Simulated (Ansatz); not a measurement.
Structure search for Li₃H₂

All numbers below come from DFT PBE, scalar-relativistic, plane waves, PAW in Ansatz 0.2.0. Settings: cutoff 420 eV, Γ-centred meshes spaced at most about 0.3 Å⁻¹, and about 0.25 Å⁻¹ or finer for metals (2π included), Gaussian smearing. No spin polarisation.

Formation energies are uncorrected and refer to the elements' standard structures at the same level (H₂ as a molecule).

All energies are static (0 K, no zero-point motion). Only the structures computed here compete, so a lower one can exist. The k mesh leaves some 4 meV/atom of noise in the energy of each metallic cell. With hydrogen, zero-point motion can shift formation energies by some tens of meV/atom.

Invented guesses were relaxed alike, and ends that match in structure were merged. ΔE counts from the first row. Coordination counts H atoms around Li (those within 1.25 times the shortest such distance or 1.15 times the sum of covalent radii, 1.27 where that leaves under three; a plus sign parts nearer from farther groups; a slash parts the counts of unlike sites). The ends were matched against large subsets of the Crystallography Open Database and the Materials Project, so a missing match doesn't prove that a structure is unreported.

| # | reached from | type and space group | atoms | Å³/atom | coordination | ΔE (meV/atom) | gap on mesh (eV) | in databases | checks |
| --- | --- | --- | --- | --- | --- | --- | --- | --- | --- |
| 1 | a relaxed cell, shaken at random and relaxed again | P-3m1 (No. 164) | 5 | 10.2 | Li 3/6 | 0 | 0.00 | no match | - |
| 2 | anti-tetradymite type (R-3m) | anti-tetradymite, R-3m (No. 166) | 5 | 10.2 | Li 3/6 | 2 | 0.00 | no match | - |
| 3 | random cell without symmetry | Immm (No. 71) | 5 | 10.2 | Li 2+2/4 | 23 | 0.00 | no match | - |
| 4 | Ho3Ni2 type (C2/m) | C2/m (No. 12) | 10 | 11.6 | Li 2/3/5 | 43 | 0.00 | no match | - |
| 5 | B2O3 type (Cmc2_1) | Cmc2_1 (No. 36) | 10 | 12.7 | Li 2/3 | 54 | 0.00 | no match | - |
| 6 | Nb3Au2 type (I4/mmm) | I4/mmm (No. 139) | 5 | 10.1 | Li 2/5 | 57 | 0.00 | no match | no imaginary mode at Γ (other wave vectors untested) |
| 7 | random cell | P-62m (No. 189) | 5 | 10.6 | Li 4 | 58 | 0.00 | no match | - |
| 8 | random cell | I4/mmm (No. 139) | 5 | 12.6 | Li 2/4 | 69 | 0.00 | no match | - |
| 9 | Er2Si3 type (Pmm2) | Pmm2 (No. 25) | 5 | 10.6 | Li 2/4/6 | 92 | 0.00 | no match | - |

The first two are tied within the noise. The first: Space group P-3m1 (No. 164), trigonal, a = 2.832 Å, c = 7.306 Å. Li on a site of symmetry -3m is surrounded by 6 H at 2.02 Å; around Li on a site of symmetry 3m lie 3 H at 2.00 Å; H has 6 Li at 2.00–2.02 Å. Its energy over the elements is −0.30 eV/atom. Whether it is stable depends on the other phases of the system, which aren't compared here. An observed structure of this formula, if there is one, may be missing.

```
Li H
1.0
     2.83210    0.00000    0.00000
    -1.41605    2.45267    0.00000
     0.00000    0.00000    7.30635
Li H
3 2
Direct
  0.00000 0.00000 0.50000
  0.66667 0.33333 0.17975
  0.33333 0.66667 0.82025
  0.33333 0.66667 0.33693
  0.66667 0.33333 0.66307
```

The second: Space group R-3m (No. 166), trigonal, a = 2.828 Å, c = 22.005 Å. Li on a site of symmetry -3m is surrounded by 6 H at 2.02 Å; around Li on a site of symmetry 3m lie 3 H at 2.00 Å; around H lie 6 Li at 2.00–2.02 Å. Counting H atoms around Li, the first and the second both have Li 3/6. Cells relaxed within their symmetry can be saddle points.

```
CELL_PARAMETERS angstrom
1.41418 0.81648 7.33515
-1.41418 0.81648 7.33515
0.00000 -1.63295 7.33515
ATOMIC_POSITIONS crystal
Li 0.00000 0.00000 0.00000
Li 0.22683 0.22683 0.22683
Li 0.77317 0.77317 0.77317
H 0.38743 0.38743 0.38743
H 0.61257 0.61257 0.61257
```
